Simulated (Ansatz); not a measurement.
# SiC: the order of phases at one pressure, part 2 of 2

Aim: bring SiC in several structures (rocksalt, CsCl, zincblende, wurtzite, NiAs) to one pressure and rank them by enthalpy. The pressure is set by scaling the first phase. Methods of the runs shown: LAPW. Companion runs by PAW are cited.

Ansatz 0.2.0; DFT PBE; a cell built from a prototype (rocksalt type), not taken from measurement. Earlier steps stand in the parts before.

## (5) Wurtzite at the cell that PAW relaxed, LAPW

Contents of input.yaml:

```yaml
crystal:
  lattice:
    - [2.705548291, 0.0, 0.0]
    - [-1.3527741455, 2.3430735512, 0.0]
    - [0.0, 0.0, 4.3940899537]
  atoms:
    - { symbol: Si, position: [0.3333333333, 0.6666666667, -0.0010572626] }
    - { symbol: Si, position: [0.6666666667, 0.3333333333, 0.4989427374] }
    - { symbol: C, position: [0.3333333333, 0.6666666667, 0.3770572626] }
    - { symbol: C, position: [0.6666666667, 0.3333333333, 0.8770572626] }
kpoints:
  mp_grid: { grid: [13, 13, 7] }
scf:
  occupations: { method: fermi_dirac, width: 0.05 }
hamiltonian:
  xc: pbe
  pseudopotentials: { kind: all_electron, lapw: { basis_error: 0.0005 } }
output:
  forces: true
  stress: true
  eigenvalues: true
  populations: true
```

Command:

```sh
$ ansatz run input.yaml --threads 1 --pin off --max-ram 3584MiB --backend cpu --events-out ev --progress --plain --runs-dir out
```

The program printed (excerpt; [...] marks lines left out):

```text
Si: projections on atomic orbitals take those of the free atom 1s2 2s2 2p6 3s2 3p2, of charge +0.00 (hamiltonian.pseudopotentials.projection_atoms)
C: projections on atomic orbitals take those of the free atom 1s2 2s2 2p2, of charge +0.00 (hamiltonian.pseudopotentials.projection_atoms)
LAPW: plane waves up to 11.549 Å⁻¹, error target 5.0e-4 eV per atom; small_component_spin mean_spin; C in spheres of 0.757 Å, 6 of its electrons in bands, Dirac shells []; Si in spheres of 0.894 Å, 12 of its electrons in bands, Dirac shells []
[...]
Pseudopotentials: kind: all_electron
Pseudopotential: Si, LAPW, valence charge 12, Koelling and Harmon's equation, gaussian nucleus
Pseudopotential: C, LAPW, valence charge 6, Koelling and Harmon's equation, gaussian nucleus
Functional definition: PBE
[...]
Crystal: 4 atoms, lattice volume = 27.855 Å³
[...]
SCF converged after 6 iterations
Free energy (F): -17853.008706 eV
[...]
E sigma→0 (E₀):  -17853.008706 eV
Fermi energy:    18.169371 eV
[...]
--- Forces (eV/Å), atoms counted from 1 ---
  atom   1  Si     0.00000000    -0.00000000     0.00137854
  atom   2  Si     0.00000000     0.00000000     0.00137854
  atom   3  C     -0.00000000    -0.00000000    -0.00132879
  atom   4  C      0.00000000     0.00000000    -0.00132879
[...]
--- Stress (GPa, compression-positive) ---
      189.524509       0.000000       0.000000
        0.000000     189.524509      -0.000000
        0.000000      -0.000000     189.670450
  P = ⅓ Tr σ = 189.5732 GPa (1895.732 kbar)
--- Band table (eV; the first three rows and the last of 84) ---
[... band rows left out ...]
[...]
--- Löwdin populations: 4 sites ---
  site symbol       q [e]
     0     Si     12.6520
     1     Si     12.6520
     2      C      7.2540
     3      C      7.2540
  spilling = 0.004697 (of n_electrons = 40.000000)
```

Run time: 47 s. Hardware: 1 thread of AMD EPYC 7R43 (Zen 3), shared host; peak memory 0.49 GiB.

Read from it: pressure 189.57 GPa; gap on the k mesh 1.63 eV (an odd mesh misses the zone boundary).

## (6) NiAs at the cell that PAW relaxed, LAPW

Contents of input.yaml:

```yaml
crystal:
  lattice:
    - [2.5239896033, 0.0, 0.0]
    - [-1.2619948016, 2.1858391153, 0.0]
    - [0.0, 0.0, 4.2765980371]
  atoms:
    - { symbol: Si, position: [0.0, 0.0, 0.0] }
    - { symbol: Si, position: [0.0, 0.0, 0.5] }
    - { symbol: C, position: [0.3333333333, 0.6666666667, 0.25] }
    - { symbol: C, position: [0.6666666667, 0.3333333333, 0.75] }
kpoints:
  mp_grid: { grid: [13, 13, 8] }
scf:
  occupations: { method: fermi_dirac, width: 0.05 }
hamiltonian:
  xc: pbe
  pseudopotentials: { kind: all_electron, lapw: { basis_error: 0.0005 } }
output:
  forces: true
  stress: true
  eigenvalues: true
  populations: true
```

Command:

```sh
$ ansatz run input.yaml --threads 1 --pin off --max-ram 3584MiB --backend cpu --events-out ev --progress --plain --runs-dir out
```

The program printed (excerpt; [...] marks lines left out):

```text
Si: projections on atomic orbitals take those of the free atom 1s2 2s2 2p6 3s2 3p2, of charge +0.00 (hamiltonian.pseudopotentials.projection_atoms)
C: projections on atomic orbitals take those of the free atom 1s2 2s2 2p2, of charge +0.00 (hamiltonian.pseudopotentials.projection_atoms)
LAPW: plane waves up to 10.474 Å⁻¹, error target 5.0e-4 eV per atom; small_component_spin mean_spin; C in spheres of 0.841 Å, 6 of its electrons in bands, Dirac shells []; Si in spheres of 0.967 Å, 12 of its electrons in bands, Dirac shells []
[...]
[... 4 set-up lines as earlier in the session ...]
[...]
Crystal: 4 atoms, lattice volume = 23.594 Å³
[...]
SCF converged after 6 iterations
Free energy (F): -17851.439905 eV
[...]
E sigma→0 (E₀):  -17851.439904 eV
Entropy (-TS):   -0.000002 eV (-0.000 meV/atom)
Fermi energy:    23.279017 eV
[...]
--- Forces (eV/Å), atoms counted from 1 ---
  atom   1  Si     0.00000000    -0.00000000    -0.00000000
  atom   2  Si    -0.00000000     0.00000000     0.00000000
  atom   3  C      0.00000000    -0.00000000    -0.00000000
  atom   4  C      0.00000000     0.00000000     0.00000000
[...]
--- Stress (GPa, compression-positive) ---
      189.936849       0.000000      -0.000000
        0.000000     189.936849      -0.000000
       -0.000000      -0.000000     189.772493
  P = ⅓ Tr σ = 189.8821 GPa (1898.821 kbar)
--- Band table (eV; the first three rows and the last of 105) ---
[... band rows left out ...]
[...]
--- Löwdin populations: 4 sites ---
  site symbol       q [e]
     0     Si     12.6580
     1     Si     12.6580
     2      C      7.1874
     3      C      7.1874
  spilling = 0.007730 (of n_electrons = 40.000000)
```

Wall time 34 s (1 thread of AMD EPYC 7R43 (Zen 3), shared host); peak memory 0.54 GiB.

Read from it: pressure 189.88 GPa; gap on the k mesh 0.89 eV.

## (7) Side by side

The PAW rows are taken from companion runs at the same settings.

Enthalpy per atom, H = F + pV at p = 190 GPa, from each method's lowest phase:

| method | start | space group, start → end | volume (Å³/atom) | pressure (GPa) | enthalpy (meV/atom) |
| --- | --- | --- | --- | --- | --- |
| LAPW | rocksalt | Fm-3m → Fm-3m | 5.831 | 189.9 | 0.0 |
| LAPW | CsCl | Pm-3m → Pm-3m | 5.970 | 190.1 | 1717.7 |
| LAPW | zincblende | F-43m → F-43m | 6.953 | 190.0 | 1015.0 |
| LAPW, at PAW's cell | wurtzite | P6_3mc | 6.964 | 189.6 | 1025.4 |
| LAPW, at PAW's cell | NiAs | P6_3/mmc | 5.899 | 189.9 | 154.3 |
| PAW | rocksalt | Fm-3m → Fm-3m | 5.831 | 190.0 | 0.0 |
| PAW | CsCl | Pm-3m → Pm-3m | 5.969 | 190.0 | 1719.3 |
| PAW | zincblende | F-43m → F-43m | 6.957 | 190.0 | 1021.5 |
| PAW | wurtzite | P6_3mc → P6_3mc | 6.964 | 190.0 | 1031.6 |
| PAW | NiAs | P6_3/mmc → P6_3/mmc | 5.899 | 190.0 | 154.6 |

## (8) What came out

The summary covers parts 1 to 2.

```
     quantity                                value
     pressure                              190 GPa
lowest (LAPW)  rocksalt, 154.3 meV/atom under NiAs
 lowest (PAW)  rocksalt, 154.6 meV/atom under NiAs
```

**Reading.** By LAPW the order is rocksalt < NiAs < zincblende < wurtzite < CsCl. By PAW the order is rocksalt < NiAs < zincblende < wurtzite < CsCl. The methods agree on the lowest phase. Only these structures were tried, with electrons smeared by 0.05 eV and without vibrations, so the true ground state may be another. The k meshes differ between phases and weren't tested, which can move differences by some meV.
